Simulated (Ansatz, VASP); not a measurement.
**KI: programs and potentials compared**

The starting cell:

```
I K
1.0
     0.00000    3.53277    3.53277
     3.53277    0.00000    3.53277
     3.53277    3.53277    0.00000
I K
1 1
Direct
  0.50000 0.50000 0.50000
  0.00000 0.00000 0.00000
```

Alike in all runs: task relaxation of cell and atoms; functional PBE; k mesh 7 × 7 × 7; occupations fermi-dirac, width 0.05 eV; no spin polarisation; no spin-orbit coupling.

| program and potentials | plane-wave cutoff (eV) | notes | equilibrium volume (Å³/atom) |
| --- | --- | --- | --- |
| Ansatz, Ansatz PAW | 420 | 13 valence electrons an atom on average | 46.20 |
| Ansatz, all-electron LAPW, scalar-relativistic | - | - | 46.20 |
| VASP, PBE PAW files I, K_sv, 600 eV | 600 | 8 valence electrons an atom on average | 46.42 |

The equilibrium volume spans 46.20 (Ansatz, Ansatz PAW) to 46.42 Å³/atom (VASP, PBE PAW files I, K_sv, 600 eV), with all-electron results at 46.20. Relaxations stop with a little pressure left, so the last digit of a volume isn't settled.

Differences between rows come from potentials, basis sets and numerical settings, since the functional is the same but for its coding. Runs on potential files found faulty are left out.
